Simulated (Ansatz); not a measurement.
Data:

Starting cell, AlSb (zinc blende):

```yaml
crystal:
  lattice:
    - [0.00000, 3.08862, 3.08862]
    - [3.08862, 0.00000, 3.08862]
    - [3.08862, 3.08862, 0.00000]
  atoms:
    - { symbol: Sb, position: [0.75000, 0.75000, 0.75000] }
    - { symbol: Al, position: [0.00000, 0.00000, 0.00000] }
```

In this cell atom 1 (Sb, nearest neighbour Al at 2.675 Å; its periodic images, 4.4 Å or more away, move with it) is moved by u·(1.000, 0.000, 0.000) + v·(0.000, 1.000, 0.000); the rest is frozen.

These are r2SCAN (plane waves to 500 eV, PAW, scalar-relativistic; Ansatz, a first-principles code) values and carry that method's errors. k mesh 11×11×11 (Γ-centred), Fermi-Dirac smearing 0.05 eV. Energies are smeared free energies. As the smearing reaches across the gap at some points, energies and forces of such displacements shift with the k mesh and the smearing. AlSb was relaxed with its symmetry unable to fall. Spin-orbit coupling is left out, though Sb is heavy. ΔE is measured from the undisplaced structure. Axes are in Å.

The scan covers u from -0.670 to 0.670 Å in 5 points and v from -0.670 to 0.670 Å in 5 points.

### Question
Is the undisplaced position a minimum, a maximum or a saddle of this map?

### Answer
A minimum.

### Question
What are the two principal curvatures of the energy at the centre?

### Answer
8.0 eV/Å², isotropic.

(A displaced cell: forces are minus the slopes of the energy, force constants its curvatures, and phonons follow from these.)
